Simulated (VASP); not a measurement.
# Mo (Im-3m) in VASP: further runs

One crystal, Mo, is run at these levels: LDA; tasks: single point.

Program: VASP 6.6.1. These are calculated values, not measurements. Logs are shortened: lines on timing, memory, paths and dates and some standing lists are left out, and cuts for length are marked.

## Step 1: The undisturbed crystal

It takes space group Im-3m (No. 229, cubic). The conventional cell has a = 3.168 Å, b = 3.168 Å, c = 3.168 Å, α = 90.00°, β = 90.00°, γ = 90.00°. Mo (site symmetry m-3m) is surrounded by 8 Mo at 2.74 Å.

## Step 2: Single point, LDA (grid = ENCUT=340 dk=0.35 cell=3x3x3 ISMEAR=1 SIGMA=0.1 LREAL=Auto EDIFF=1e-06)

Contents of INCAR:

```
SYSTEM = Mo
PREC = Accurate
ENCUT = 340
EDIFF = 1E-6
ISMEAR = 1
SIGMA = 0.1
LREAL = Auto
LASPH = .True.
NELM = 120
ALGO = Fast
ISIF = 2
LWAVE = .False.
LCHARG = .False.
NBANDS = 208
```

Contents of KPOINTS:

```
regular mesh
0
Gamma
  3 3 3
  0 0 0
```

Contents of POSCAR:

```
Mo
1.0
   -4.7514269157      4.7514269157      4.7514269157
    4.7514269157     -4.7514269157      4.7514269157
    4.7514269157      4.7514269157     -4.7514269157
Mo
26
Direct
    0.0000000000      0.0000000000      0.3333333333
    0.0000000000      0.0000000000      0.6666666667
    0.0000000000      0.3333333333      0.0000000000
    0.0000000000      0.3333333333      0.3333333333
    0.0000000000      0.3333333333      0.6666666667
    0.0000000000      0.6666666667      0.0000000000
    0.0000000000      0.6666666667      0.3333333333
    0.0000000000      0.6666666667      0.6666666667
    0.3333333333      0.0000000000      0.0000000000
    0.3333333333      0.0000000000      0.3333333333
    0.3333333333      0.0000000000      0.6666666667
    0.3333333333      0.3333333333      0.0000000000
    0.3333333333      0.3333333333      0.3333333333
    0.3333333333      0.3333333333      0.6666666667
    0.3333333333      0.6666666667      0.0000000000
    0.3333333333      0.6666666667      0.3333333333
    0.3333333333      0.6666666667      0.6666666667
    0.6666666667      0.0000000000      0.0000000000
    0.6666666667      0.0000000000      0.3333333333
    0.6666666667      0.0000000000      0.6666666667
    0.6666666667      0.3333333333      0.0000000000
    0.6666666667      0.3333333333      0.3333333333
    0.6666666667      0.3333333333      0.6666666667
    0.6666666667      0.6666666667      0.0000000000
    0.6666666667      0.6666666667      0.3333333333
    0.6666666667      0.6666666667      0.6666666667
```

Potentials or basis: VASP PAW LDA potentials, release 64 (Mo_sv).

On the command line:

```console
> cat potpaw_LDA.64/Mo_sv/POTCAR > POTCAR
> mpirun -np 1 vasp_std > vasp.out
```

OUTCAR:

```text
SYSTEM = Mo
   PREC = Accurate
   ENCUT = 340
   EDIFF = 1E-6
   ISMEAR = 1
   LREAL = Auto
   LASPH = .True.
   NELM = 120
   ISIF = 2

 Found      4 irreducible k-points:

 Following reciprocal coordinates:
            Coordinates               Weight
  0.000000  0.000000  0.000000      1.000000
  0.333333  0.000000  0.000000     12.000000
  0.333333  0.333333  0.000000      8.000000
 -0.333333  0.333333  0.333333      6.000000
   k-points           NKPTS =      4   k-points in BZ     NKDIM =      4   number of bands    NBANDS=    208
   number of dos      NEDOS =    301   number of ions     NIONS =     26
   total plane-waves  NPLWV = 125000
   dimension x,y,z NGX =    50 NGY =   50 NGZ =   50
   dimension x,y,z NGXF=   100 NGYF=  100 NGZF=  100
   ions per type =              26
   NGX,Y,Z   is equivalent  to a cutoff of  10.10, 10.10, 10.10 a.u.
   NGXF,Y,Z  is equivalent  to a cutoff of  20.20, 20.20, 20.20 a.u.
 SYSTEM =  Mo
   PREC   = accura    normal or accurate (medium, high low for compatibility)
   ISTART =      0    job   : 0-new  1-cont  2-samecut
   ICHARG =      2    charge: 1-file 2-atom 10-const
   ISPIN  =      1    spin polarized calculation?
   LNONCOLLINEAR =      F non collinear calculations
   LSORBIT =      F    spin-orbit coupling
   LASPH  =      T    aspherical Exc in radial PAW
   ENCUT  =  340.0 eV  24.99 Ry    5.00 a.u.  12.37 12.37 12.37*2*pi/ulx,y,z
   NELM   =    120;   NELMIN=  2; NELMDL= -5     # of ELM steps
   EDIFF  = 0.1E-05   stopping-criterion for ELM
   LREAL  =      T    real-space projection
   EDIFFG = 0.1E-04   stopping-criterion for IOM
   NSW    =      0    number of steps for IOM
   IBRION =     -1    ionic relax: 0-MD 1-quasi-New 2-CG
   NFREE  =      0    steps in history (QN), initial steepest desc. (CG)
   ISIF   =      2    stress and relaxation
   ISYM   =      2    0-nonsym 1-usesym 2-fastsym
   POTIM  = 0.5000    time-step for ionic-motion
   TEBEG  =    0.0;   TEEND  =   0.0 temperature during run
   PSTRESS=    0.0 pullay stress
   NELECT =     364.0000    total number of electrons
   NUPDOWN=      -1.0000    fix difference up-down
   EMIN   =  10.00;   EMAX   =-10.00  energy-range for DOS
   EFERMI =   0.00;   METHOD = LEGACY
   ISMEAR =     1;   SIGMA  =   0.10  broadening in eV -4-tet -1-fermi 0-gaus
   EFERMI_NEDOS =   21; number of points for ismear=-14 and -15
   IALGO  =     68    algorithm
   IMIX   =      4    mixing-type and parameters
     AMIX     =   0.40;   BMIX     =  1.00
     AMIX_MAG =   1.60;   BMIX_MAG =  1.00
  volume/ion in A,a.u.               =      16.50       111.37
  Fermi-wavevector in a.u.,A,eV,Ry     =   1.549760  2.928623 32.677894  2.401757
  Thomas-Fermi vector in A             =   2.654521
   LORBIT       =      0    0 simple, 1 ext, 2 COOP (PROOUT), +10 PAW based schemes
   GGA     = CA    functional components
   LHFCALC =     F    Hartree Fock is set to
   AEXX    =    0.0000 exact exchange contribution
   IVDW    =     0    specifies the selected vdW correction
   LEPSILON=     F    determine dielectric tensor
   LRPA    =     F    only Hartree local field effects (RPA)
 non-spin polarized calculation
 RMM-DIIS sequential band-by-band and
 Methfessel and Paxton  Order N= 1 SIGMA  =   0.10
  energy-cutoff  :      340.00
  volume of cell :      429.07
 maximum number of plane-waves:      6126
 NGX is ok and might be reduce to    50
   NGX = 25   NGY = 25   NGZ = 25

 number of electron     363.9999996 magnetization

 Free energy of the ion-electron system (eV)
  ---------------------------------------------------
  ext. energy  EPLUGINS =         0.00000000
  ---------------------------------------------------
  free energy    TOTEN  =      -311.26163249 eV

  energy without entropy =     -311.29086323  energy(sigma->0) =     -311.27137607

 E-fermi :  11.3920     XC(G=0): -13.2548

 val. band max:       11.3165504400   @ k =   0.3333   0.0000   0.0000
 cond. band min:      11.4743082587   @ k =  -0.3333   0.3333   0.3333
 fundamental gap:      0.1577578187
 Fermi energy:        11.3920277623

 k-point     1 :       0.0000    0.0000    0.0000
  band No.  band energies     occupation
      1     -49.3879      2.00000
      2     -49.2609      2.00000
      3     -49.2609      2.00000
      4     -49.2609      2.00000
      5     -49.2078      2.00000
      6     -49.2078      2.00000
[... 186 lines left out ...]
    193      12.9719     -0.00000
    194      12.9728     -0.00000

 k-point     2 :       0.3333    0.0000    0.0000
  band No.  band energies     occupation
      1     -49.3639      2.00000
      2     -49.3018      2.00000
      3     -49.2675      2.00000
      4     -49.2596      2.00000
      5     -49.2151      2.00000
      6     -49.2099      2.00000
[... 186 lines left out ...]
    193      12.6289     -0.00000
    194      12.6413     -0.00000

 k-point     3 :       0.3333    0.3333    0.0000
  band No.  band energies     occupation
      1     -49.3290      2.00000
      2     -49.3290      2.00000
      3     -49.2986      2.00000
      4     -49.2277      2.00000
      5     -49.2277      2.00000
      6     -49.2260      2.00000
[... 186 lines left out ...]
    193      12.2175     -0.00000
    194      12.4125     -0.00000

 k-point     4 :      -0.3333    0.3333    0.3333
  band No.  band energies     occupation
      1     -49.3413      2.00000
      2     -49.2972      2.00000
      3     -49.2759      2.00000
      4     -49.2759      2.00000
      5     -49.2480      2.00000
      6     -49.2042      2.00000
[... 186 lines left out ...]
    193      11.8963     -0.00000
    194      11.9062     -0.00000
 [bands above 194 left out]

------------------------ aborting loop because EDIFF is reached ----------------------------------------

  FORCE on cell =-STRESS in cart. coord.  units (eV):
  Direction    XX          YY          ZZ          XY          YZ          ZX
  --------------------------------------------------------------------------------------
  -------------------------------------------------------------------------------------
  Total      -43.8837776    -43.8837776    -43.8837776      0.0000000      0.0000000     -0.0000000
  in kB     -163.8635789   -163.8635789   -163.8635789      0.0000000      0.0000000     -0.0000000
  external PRESSURE =    -163.8635789 kB  Pullay stress =       0.0000000 kB

 VOLUME and BASIS-vectors are now :
 -----------------------------------------------------------------------------
  energy-cutoff  :      340.00
  volume of cell :      429.07
      direct lattice vectors                 reciprocal lattice vectors
    -4.751426916  4.751426916  4.751426916     0.000000000  0.105231546  0.105231546
     4.751426916 -4.751426916  4.751426916     0.105231546  0.000000000  0.105231546
     4.751426916  4.751426916 -4.751426916     0.105231546  0.105231546  0.000000000

 POSITION                                       TOTAL-FORCE (eV/Angst)
 -----------------------------------------------------------------------------------
      1.58381      1.58381     -1.58381         0.067594      0.067594     -0.067594
      3.16762      3.16762     -3.16762        -0.067594     -0.067594      0.067594
      1.58381     -1.58381      1.58381         0.067594     -0.067594      0.067594
      3.16762      0.00000      0.00000        -0.221069     -0.000000      0.000000
      4.75143      1.58381     -1.58381        -0.000000      0.141348     -0.141348
      3.16762     -3.16762      3.16762        -0.067594      0.067594     -0.067594
[... 18 lines left out ...]
      1.58381      1.58381      4.75143         0.141348      0.141348      0.000000
      3.16762      3.16762      3.16762        -0.067594     -0.067594     -0.067594
 -----------------------------------------------------------------------------------
    total drift:                               -0.000000     -0.000000      0.000000

  FREE ENERGIE OF THE ION-ELECTRON SYSTEM (eV)
  ---------------------------------------------------
  free  energy   TOTEN  =      -311.2616324877 eV

  energy  without entropy=     -311.2908632298  energy(sigma->0) =     -311.27137607
```

Wall time 11 min (1 thread of AMD EPYC 7R13 (Zen 3), shared host); peak memory 0.3 GiB.

These settings aren't checked as converged: the numbers below hold their error.

Results:

- Free energy: -311.2616 eV
- Pressure: -16.4 GPa
- Largest force: 0.221 eV/Å
- Band gap on the k mesh: none (metal or under the smearing width)

## Step 3: Single point, LDA (grid = ENCUT=400 dk=0.35 cell=3x3x3 ISMEAR=1 SIGMA=0.1 LREAL=False EDIFF=1e-06)

Contents of INCAR:

```
SYSTEM = Mo
PREC = Accurate
ENCUT = 400
EDIFF = 1E-6
ISMEAR = 1
SIGMA = 0.1
LREAL = .False.
LASPH = .True.
NELM = 120
ALGO = Fast
ISIF = 2
LWAVE = .False.
LCHARG = .False.
NBANDS = 208
```

KPOINTS is that of step 2.

POSCAR is that of step 2.

Potentials or basis: VASP PAW LDA potentials, release 64 (Mo_sv).

On the command line:

```console
> cat potpaw_LDA.64/Mo_sv/POTCAR > POTCAR
> mpirun -np 1 vasp_std > vasp.out
```

OUTCAR:

```text
SYSTEM = Mo
   PREC = Accurate
   ENCUT = 400
   EDIFF = 1E-6
   ISMEAR = 1
   LREAL = .False.
   LASPH = .True.
   NELM = 120
   ISIF = 2

 Found      4 irreducible k-points:

 Following reciprocal coordinates:
            Coordinates               Weight
  0.000000  0.000000  0.000000      1.000000
  0.333333  0.000000  0.000000     12.000000
  0.333333  0.333333  0.000000      8.000000
 -0.333333  0.333333  0.333333      6.000000
   k-points           NKPTS =      4   k-points in BZ     NKDIM =      4   number of bands    NBANDS=    208
   number of dos      NEDOS =    301   number of ions     NIONS =     26
   total plane-waves  NPLWV = 157464
[... 868 lines left out ...]
  Total      -42.3971062    -42.3971062    -42.3971062      0.0000000      0.0000000     -0.0000000
  in kB     -158.3122951   -158.3122951   -158.3122951      0.0000000      0.0000000     -0.0000000
  external PRESSURE =    -158.3122951 kB  Pullay stress =       0.0000000 kB

 VOLUME and BASIS-vectors are now :
 -----------------------------------------------------------------------------
  energy-cutoff  :      400.00
  volume of cell :      429.07
      direct lattice vectors                 reciprocal lattice vectors
    -4.751426916  4.751426916  4.751426916     0.000000000  0.105231546  0.105231546
     4.751426916 -4.751426916  4.751426916     0.105231546  0.000000000  0.105231546
     4.751426916  4.751426916 -4.751426916     0.105231546  0.105231546  0.000000000

 POSITION                                       TOTAL-FORCE (eV/Angst)
 -----------------------------------------------------------------------------------
      1.58381      1.58381     -1.58381         0.069850      0.069850     -0.069850
      3.16762      3.16762     -3.16762        -0.069850     -0.069850      0.069850
      1.58381     -1.58381      1.58381         0.069850     -0.069850      0.069850
      3.16762      0.00000      0.00000        -0.216668     -0.000000      0.000000
      4.75143      1.58381     -1.58381         0.000000      0.140988     -0.140988
      3.16762     -3.16762      3.16762        -0.069850      0.069850     -0.069850
[... 18 lines left out ...]
      1.58381      1.58381      4.75143         0.140988      0.140988      0.000000
      3.16762      3.16762      3.16762        -0.069850     -0.069850     -0.069850
 -----------------------------------------------------------------------------------
    total drift:                                0.000000      0.000000      0.000000

  FREE ENERGIE OF THE ION-ELECTRON SYSTEM (eV)
  ---------------------------------------------------
  free  energy   TOTEN  =      -311.2314531786 eV

  energy  without entropy=     -311.2605279468  energy(sigma->0) =     -311.24114477
```

stdout:

```text
POSCAR found type information on POSCAR Mo
 POSCAR found :  1 types and      26 ions
 scaLAPACK will be used
 -----------------------------------------------------------------------------
|                                                                             |
|                                                                             |
|     You have a (more or less) 'large supercell' and for larger cells it     |
|     might be more efficient to use real-space projection operators.         |
|     Therefore, try LREAL= Auto in the INCAR file.                           |
|     Mind: For very accurate calculation, you might also keep the            |
|     reciprocal projection scheme (i.e. LREAL=.FALSE.).                      |
|                                                                             |
 -----------------------------------------------------------------------------

 LDA part: xc-table for (Slater(with rela. corr.)+CA(PZ))
 , standard interpolation
 POSCAR, INCAR and KPOINTS ok, starting setup
 FFT: planning ... GRIDC
 FFT: planning ... GRID_SOFT
 FFT: planning ... GRID
 WAVECAR not read
 entering main loop
```

Wall time 10 min (1 thread of AMD EPYC 7R13 (Zen 3), shared host); peak memory 0.35 GiB.

These settings aren't checked as converged: the numbers below hold their error.

Results:

* Free energy: -311.2315 eV
* Pressure: -15.8 GPa
* Largest force: 0.217 eV/Å
* Band gap on the k mesh: none (metal or under the smearing width)

## Step 4: Single point, LDA (grid = ENCUT=400 dk=0.35 cell=3x3x3 ISMEAR=1 SIGMA=0.02 LREAL=Auto EDIFF=1e-06)

INCAR: that of step 3 with these lines changed.

```diff
@@ -5,4 +5,4 @@
 ISMEAR = 1
-SIGMA = 0.1
-LREAL = .False.
+SIGMA = 0.02
+LREAL = Auto
 LASPH = .True.
```

KPOINTS is that of step 3.

POSCAR is that of step 3.

On the command line:

```console
> cat potpaw_LDA.64/Mo_sv/POTCAR > POTCAR
> mpirun -np 1 vasp_std > vasp.out
```

Run time: 14 min. Hardware: 1 thread of AMD EPYC 7R13 (Zen 3), shared host; peak memory 0.36 GiB.

These settings aren't checked as converged: the numbers below hold their error.

Results:

| Property | Result |
| --- | --- |
| Free energy | -311.2462 eV |
| Pressure | -15.8 GPa |
| Largest force | 0.210 eV/Å |
| Band gap on the k mesh | none (metal or under the smearing width) |

[end of part 1 of 2]
